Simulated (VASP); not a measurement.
Write the native input for VASP 6.6.1 that does the following.

```
Task                   : band structure
Functional             : TB-mBJ
Potentials or basis    : VASP PAW PBE potentials, release 64 (Se)
Cutoff                 : 520 eV
k mesh                 : 8 × 8 × 6
Occupations            : gaussian, width 0.02 eV
Spin                   : no spin polarisation
Ladder                 : gaps
Further INCAR settings : ALGO = Normal; EDIFF = 1e-06
```

Se:

```xyz
3
Lattice="4.3662 0.0000 0.0000 -2.1831 3.7812 0.0000 0.0000 0.0000 4.9536" Properties=species:S:1:pos:R:3 pbc="T T T"
Se    1.6910    2.9289    0.0000
Se   -0.4921    0.8523    3.3024
Se    0.9841    0.0000    1.6512
```

The input as run:

POSCAR

```
Se
1.0
    4.3662000000      0.0000000000      0.0000000000
   -2.1831000000      3.7812401180      0.0000000000
    0.0000000000      0.0000000000      4.9536000000
Se
3
Direct
    0.7746000000      0.7746000000      0.0000000000
    0.0000000000      0.2254000000      0.6666666667
    0.2254000000      0.0000000000      0.3333333333
```

INCAR.step1

```
ALGO = Normal
EDIFF = 1E-5
ENCUT = 520
GGA = PE
ISIF = 2
ISMEAR = 0
LASPH = T
LCHARG = F
LREAL = F
LWAVE = T
NELM = 100
PREC = Accurate
SIGMA = 0.02
```

INCAR.step2

```
ALGO = Normal
EDIFF = 1E-6
ENCUT = 520
ISIF = 2
ISMEAR = 0
ISTART = 1
LASPH = T
LCHARG = F
LREAL = F
LWAVE = F
METAGGA = MBJ
NELM = 100
PREC = Accurate
SIGMA = 0.02
```

KPOINTS

```
k-points
0
Gamma
  8 8 6
```

KPOINTS_OPT

```
path GMKGALHA,LM,KH
15
line-mode
reciprocal
 0.0000000000  0.0000000000  0.0000000000  G
 0.5000000000  0.0000000000  0.0000000000  M

 0.5000000000  0.0000000000  0.0000000000  M
 0.3333333333  0.3333333333  0.0000000000  K

 0.3333333333  0.3333333333  0.0000000000  K
 0.0000000000  0.0000000000  0.0000000000  G

 0.0000000000  0.0000000000  0.0000000000  G
 0.0000000000  0.0000000000  0.5000000000  A

 0.0000000000  0.0000000000  0.5000000000  A
 0.5000000000  0.0000000000  0.5000000000  L

 0.5000000000  0.0000000000  0.5000000000  L
 0.3333333333  0.3333333333  0.5000000000  H

 0.3333333333  0.3333333333  0.5000000000  H
 0.0000000000  0.0000000000  0.5000000000  A

 0.5000000000  0.0000000000  0.5000000000  L
 0.5000000000  0.0000000000  0.0000000000  M

 0.3333333333  0.3333333333  0.0000000000  K
 0.3333333333  0.3333333333  0.5000000000  H
```

Potentials or basis: VASP PAW PBE potentials, release 64 (Se).

Launch:

```console
$ cat potpaw_PBE.64/Se/POTCAR > POTCAR
$ cp INCAR.step1 INCAR
$ mpirun -np 1 vasp_std > vasp.out
$ cp INCAR.step2 INCAR
$ mpirun -np 1 vasp_std > vasp.out
```

It gave:

```json
{"Band gap on the k mesh": "1.57 eV, indirect (least direct gap 1.68 eV)", "Band gap along the path": "1.46 eV, indirect (least direct gap 1.66 eV)"}
```

Caveat: the mesh misses the band edges, which the band path finds closer together.

Wall time 97 s on 1 thread of Intel(R) Xeon(R) 6975P-C (Granite Rapids), with other jobs on the host, peak memory 0.23 GiB.
